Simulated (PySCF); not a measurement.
**Basis set benchmark on one molecule**

Molecule: SMILES C1CCNC1, C4H9N.

Geometry:
| atom | x (Å) | y (Å) | z (Å) |
| --- | --- | --- | --- |
| C1 | -0.086 | -1.181 | -0.022 |
| C2 | 1.143 | -0.258 | 0.126 |
| C3 | 0.532 | 1.151 | 0.272 |
| N4 | -0.767 | 1.111 | -0.376 |
| C5 | -1.287 | -0.205 | -0.041 |
| H6 | -0.033 | -1.763 | -0.954 |
| H7 | -0.166 | -1.908 | 0.801 |
| H8 | 1.777 | -0.307 | -0.774 |
| H9 | 1.782 | -0.531 | 0.979 |
| H10 | 0.385 | 1.387 | 1.341 |
| H11 | 1.161 | 1.950 | -0.148 |
| H12 | -0.635 | 1.169 | -1.385 |
| H13 | -2.084 | -0.503 | -0.739 |
| H14 | -1.744 | -0.157 | 0.963 |

Geometry PBE0-D3(BJ)/def2-SVP throughout; GIAO in PySCF 2.14, gas phase, one conformer, non-relativistic; equivalent atoms averaged; functional PBE0.

Reference values (measured; solution, THF-d8, 298 K; Fulmer et al., Organometallics 2010, 29, 2176): δ(H10/H11/H13/H14) = 2.75 ppm, δ(H6/H7/H8/H9) = 1.59 ppm, δ(C3/C5) = 45.8 ppm, δ(C1/C2) = 26.2 ppm. Computed shifts are taken against TMS, calculated as an isolated molecule at each level.

How do the basis sets STO-3G, 6-31G, pcSseg-0, 6-31G*, def2-SVP, cc-pVDZ, pcSseg-1, 6-311+G(2d,p), aug-cc-pVDZ, def2-TZVP, IGLO-III, cc-pVTZ, pcSseg-2 perform against the reference? Times are CPU seconds on shared hosts with different chips, so compare them loosely.

Results:


| basis set | functions | H10/H11/H13/H14 | H6/H7/H8/H9 | C3/C5 | C1/C2 | mean abs. error H | mean abs. error C | core-s |
| --- | --- | --- | --- | --- | --- | --- | --- | --- |
| STO-3G | 34 | 1.79 | 1.21 | 48.1 | 32.3 | 0.67 | 4.2 | 2.3 |
| 6-31G | 63 | 2.82 | 1.51 | 48.0 | 26.9 | 0.07 | 1.5 | 4.7 |
| pcSseg-0 | 63 | 2.74 | 1.40 | 51.9 | 27.3 | 0.10 | 3.6 | 4.4 |
| 6-31G* | 88 | 2.68 | 1.47 | 47.6 | 26.2 | 0.09 | 0.9 | 6.2 |
| def2-SVP | 115 | 2.47 | 1.25 | 47.7 | 25.4 | 0.31 | 1.4 | 7.6 |
| cc-pVDZ | 115 | 2.58 | 1.36 | 49.5 | 27.5 | 0.20 | 2.5 | 9.8 |
| pcSseg-1 | 130 | 2.66 | 1.40 | 50.9 | 27.1 | 0.14 | 3.0 | 9.4 |
| 6-311+G(2d,p) | 189 | 2.74 | 1.49 | 50.4 | 26.8 | 0.05 | 2.6 | 16 |
| aug-cc-pVDZ | 196 | 2.80 | 1.56 | 49.2 | 26.6 | 0.04 | 1.9 | 21 |
| def2-TZVP | 209 | 2.74 | 1.51 | 51.4 | 27.3 | 0.04 | 3.4 | 18 |
| IGLO-III | 265 | 2.78 | 1.54 | 52.4 | 28.1 | 0.04 | 4.3 | 34 |
| cc-pVTZ | 276 | 2.73 | 1.52 | 51.0 | 27.4 | 0.05 | 3.2 | 36 |
| pcSseg-2 | 306 | 2.78 | 1.54 | 53.0 | 28.4 | 0.04 | 4.7 | 48 |

For $^{1}$H the closest is aug-cc-pVDZ (0.04 ppm, with IGLO-III, pcSseg-2, def2-TZVP, cc-pVTZ, 6-311+G(2d,p) practically level) and the furthest STO-3G (0.67 ppm).

For $^{13}$C the closest is 6-31G* (0.9 ppm) and the furthest pcSseg-2 (4.7 ppm). Where a smaller basis beats a larger one, errors probably cancel; the largest sets show where the functional converges. One molecule is a small sample, and vibrational and solvent effects are absent from the calculation.

A small basis that lands close on one nucleus may do so by chance; judge by the trend and by all nuclei.
